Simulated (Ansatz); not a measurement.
A 6-atom cell of SnO2 started from a crystallographic database was relaxed with 4 functionals in the PAW code Ansatz, cell and atoms free, the symmetry of the start kept (meshes: PBE 6×6×8, r2SCAN 6×6×8, PBEsol 6×6×8, LDA 6×6×8). Calculated for a static, non-magnetic cell.

The PBEsol result:
```yaml
crystal:
  lattice:
    - [4.76923, 0.00000, 0.00000]
    - [0.00000, 4.76923, 0.00000]
    - [0.00000, 0.00000, 3.21200]
  atoms:
    - { symbol: Sn, position: [0.00000, 0.00000, 0.00000] }
    - { symbol: Sn, position: [0.50000, 0.50000, 0.50000] }
    - { symbol: O, position: [0.30627, 0.30627, 0.00000] }
    - { symbol: O, position: [0.19373, 0.80627, 0.50000] }
    - { symbol: O, position: [0.69373, 0.69373, 0.00000] }
    - { symbol: O, position: [0.80627, 0.19373, 0.50000] }
```

It is tetragonal, P4_2/mnm (No. 136); a = 4.769 Å, c = 3.212 Å in the conventional setting, 12.18 Å³ an atom. Around Sn lie 6 O at 2.07 Å; around O lie 3 Sn at 2.07 Å.

Task: Order the functionals by the relaxed volume, smallest first.
A. PBEsol
B. PBE
C. r2SCAN
D. LDA

Result: D (11.86 Å³/atom), C (12.09 Å³/atom), A (12.18 Å³/atom), B (12.57 Å³/atom).

Task: How does the cell change with PBE?

Result: a = 4.827 Å, c = 3.238 Å; the volume differs by +3.3 % from PBEsol's. Sn has 6 O at 2.09 Å; O has 3 Sn at 2.09 Å.

Task: How does the cell change with LDA?

Result: a = 4.722 Å, c = 3.190 Å; the volume differs by -2.6 % from PBEsol's. Sn has 6 O at 2.04–2.05 Å; O has 3 Sn at 2.04–2.05 Å.

Task: Held at the r2SCAN cell, what mean stress do LDA and PBE find, and does its sign point to their own minimum?

Result: Yes. LDA -3.80 GPa, and its relaxed volume is -1.9 % from r2SCAN's; PBE +7.72 GPa, and its relaxed volume is +4.0 % from r2SCAN's. Compression counts positive, so a positive stress asks for a larger cell.

Task: How do the relaxed cells compare with measured ones?

Result:
Comparison with experiment:
- Lattice constant a, measured 4.737 Å: PBE 4.827 (+1.9 %), r2SCAN 4.760 (+0.5 %), PBEsol 4.769 (+0.7 %), LDA 4.722 (-0.3 %). Source: 4.737 Å (a, quoted experimental value; literature value quoted in the theory part; quoted in “Optimization of the hydrogen response characteristics of halogen-doped SnO2”, 2023, pmc:9925754).
The calculated lattice is static; the measured one holds thermal expansion and zero-point motion. Reports marked as nanostructured, strained, doped, implanted or mixed samples, and transport gaps, were set aside.

Spin-orbit coupling is left out, which matters wherever the heavy atoms make up the band edges.
